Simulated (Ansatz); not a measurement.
# Si started in the widest void in chalcopyrite CdSiP2, 17 atoms, charge 0

Which settings matter for this cell? A base run comes first, then runs with one to three settings changed.

Program: Ansatz 0.2.0, PAW, plane waves. These are calculated values, not measurements.

1 further run of the same task is left out (it didn't finish).

## Step 1: Starting point

17 atoms (4 Cd, 5 Si, 8 P); a = 5.645 Å, b = 5.645 Å, c = 10.501 Å, α = 90.00°, β = 90.00°, γ = 90.00°. All atoms were shaken off their sites by about 0.10 Å along each axis. Defect site 1: (0.887, 0.680, 0.368).

Structure file:

```
CELL_PARAMETERS angstrom
5.64473 -0.00003 -0.00001
-0.00003 5.64473 -0.00001
-0.00003 -0.00003 10.50063
ATOMIC_POSITIONS crystal
Cd 0.98151 0.03038 0.00290
Cd 0.01621 0.49698 0.25837
Cd 0.51938 0.98316 0.74865
Cd 0.46676 0.53684 0.50384
Si 0.99541 0.00539 0.49569
Si 0.50508 0.99973 0.24550
Si 0.51852 0.51763 0.99077
Si 0.98435 0.46430 0.75206
Si 0.90183 0.66334 0.37058
P 0.25673 0.24045 0.12162
P 0.20322 0.26712 0.62702
P 0.70481 0.73775 0.10687
P 0.73913 0.21171 0.39885
P 0.25934 0.76847 0.38319
P 0.23253 0.69666 0.86699
P 0.76775 0.72743 0.60599
P 0.74504 0.28256 0.87577
```

## Step 2: PBEsol on the given atoms

The input, in.yaml:

```yaml
crystal:
  lattice:
    - [5.644728, -0.000031, -0.000014]
    - [-0.000031, 5.644728, -0.000014]
    - [-0.000025, -0.000025, 10.500629]
  atoms:
    - { symbol: Cd, position: [0.981511, 0.030385, 0.002899] }
    - { symbol: Cd, position: [0.016209, 0.496977, 0.258370] }
    - { symbol: Cd, position: [0.519376, 0.983163, 0.748647] }
    - { symbol: Cd, position: [0.466757, 0.536836, 0.503843] }
    - { symbol: Si, position: [0.995406, 0.005394, 0.495689] }
    - { symbol: Si, position: [0.505075, 0.999730, 0.245496] }
    - { symbol: Si, position: [0.518521, 0.517629, 0.990767] }
    - { symbol: Si, position: [0.984347, 0.464296, 0.752064] }
    - { symbol: Si, position: [0.901831, 0.663337, 0.370578] }
    - { symbol: P, position: [0.256734, 0.240453, 0.121617] }
    - { symbol: P, position: [0.203218, 0.267122, 0.627016] }
    - { symbol: P, position: [0.704811, 0.737749, 0.106865] }
    - { symbol: P, position: [0.739127, 0.211705, 0.398845] }
    - { symbol: P, position: [0.259339, 0.768467, 0.383186] }
    - { symbol: P, position: [0.232527, 0.696661, 0.866991] }
    - { symbol: P, position: [0.767751, 0.727430, 0.605990] }
    - { symbol: P, position: [0.745040, 0.282560, 0.875774] }
kpoints:
  mp_grid: { grid: [2, 2, 2], shift: [0.5, 0.5, 0.5] }
hamiltonian:
  xc: pbesol
scf:
  occupations: { method: fermi_dirac, width: 0.01 }
output:
  forces: true
  eigenvalues: true
  stress: true
  populations: true
```

Run with:

```
ansatz run in.yaml --threads 8 --pin off --max-ram 13300MiB --runs-dir r --events-out ev --progress --plain
```

## Step 3: Run again with xc grid 2, mixing beta 0.1

Edit in.yaml of step 2 so:

```diff
@@ -25,2 +25,3 @@
   mp_grid: { grid: [2, 2, 2], shift: [0.5, 0.5, 0.5] }
+basis: { xc_grid: 2 }
 hamiltonian:
@@ -29,2 +30,4 @@
   occupations: { method: fermi_dirac, width: 0.01 }
+  max_iter: 90
+  mixing: { beta: 0.1 }
 output:
@@ -33,2 +36 @@
   stress: true
-  populations: true
```

## Step 4: Changed settings: xc grid 1, cutoff 240 eV, smearing width 2.0 eV

Edit in.yaml of step 3 so:

```diff
@@ -25,3 +25,3 @@
   mp_grid: { grid: [2, 2, 2], shift: [0.5, 0.5, 0.5] }
-basis: { xc_grid: 2 }
+basis: { ecutwfc: 240, xc_grid: 1 }
 hamiltonian:
@@ -29,5 +29,4 @@
 scf:
-  occupations: { method: fermi_dirac, width: 0.01 }
-  max_iter: 90
-  mixing: { beta: 0.1 }
+  occupations: { method: fermi_dirac, width: 2 }
+  max_iter: 80
 output:
@@ -36 +35,5 @@
   stress: true
+  write_density: true
+  write_potential: true
+  elf: true
+  volumetric_format: npy
```

## Step 5: Changed settings: k points 1×1×2

Edit in.yaml of step 4 so:

```diff
@@ -24,4 +24,3 @@
 kpoints:
-  mp_grid: { grid: [2, 2, 2], shift: [0.5, 0.5, 0.5] }
-basis: { ecutwfc: 240, xc_grid: 1 }
+  mp_grid: { grid: [1, 1, 2] }
 hamiltonian:
@@ -29,4 +28,4 @@
 scf:
-  occupations: { method: fermi_dirac, width: 2 }
-  max_iter: 80
+  occupations: { method: fermi_dirac, width: 0.01 }
+  max_iter: 70
 output:
@@ -35,5 +34 @@
   stress: true
-  write_density: true
-  write_potential: true
-  elf: true
-  volumetric_format: npy
```

## Step 6: Variant: xc grid 1, occupations Gaussian

Edit in.yaml of step 5 so:

```diff
@@ -24,3 +24,4 @@
 kpoints:
-  mp_grid: { grid: [1, 1, 2] }
+  mp_grid: { grid: [2, 2, 2], shift: [0.5, 0.5, 0.5] }
+basis: { xc_grid: 1 }
 hamiltonian:
@@ -28,4 +29,4 @@
 scf:
-  occupations: { method: fermi_dirac, width: 0.01 }
-  max_iter: 70
+  occupations: { method: gaussian, width: 0.01 }
+  max_iter: 50
 output:
@@ -34 +35,5 @@
   stress: true
+  write_density: true
+  write_potential: true
+  elf: true
+  volumetric_format: npy
```

**Question.** What will these runs give? Wanted: for each run, settings; status; energy from base; forces from base.

The runs gave:

| settings | status | cycles | time | energy from base (meV/atom) | forces from base (eV/Å rms) | filled to empty level on the mesh (eV) |
| --- | --- | --- | --- | --- | --- | --- |
| base | converged | 9 | 3.3 s (8 CPU threads) | 0 | 0 | 0.06 |
| xc grid 2, mixing beta 0.1 | converged | 9 | 2.6 s (8 CPU threads) | 0.0 | 0.000 | 0.06 |
| xc grid 1, cutoff 240 eV, smearing width 2.0 eV | converged, settings too loose | 10 | 4.5 s (8 CPU threads) | +992.7 | 0.356 | - |
| k points 1×1×2 | converged | 10 | 1.3 s (8 CPU threads) | +3.3 | 0.327 | 0.20 |
| xc grid 1, occupations Gaussian | converged | 9 | 3.6 s (8 CPU threads) | 0.0 | 0.003 | 0.06 |

Among these variants the forces move most with xc grid 1, cutoff 240 eV, smearing width 2.0 eV (0.356 eV/Å rms) and least with xc grid 2, mixing beta 0.1 (0.000).
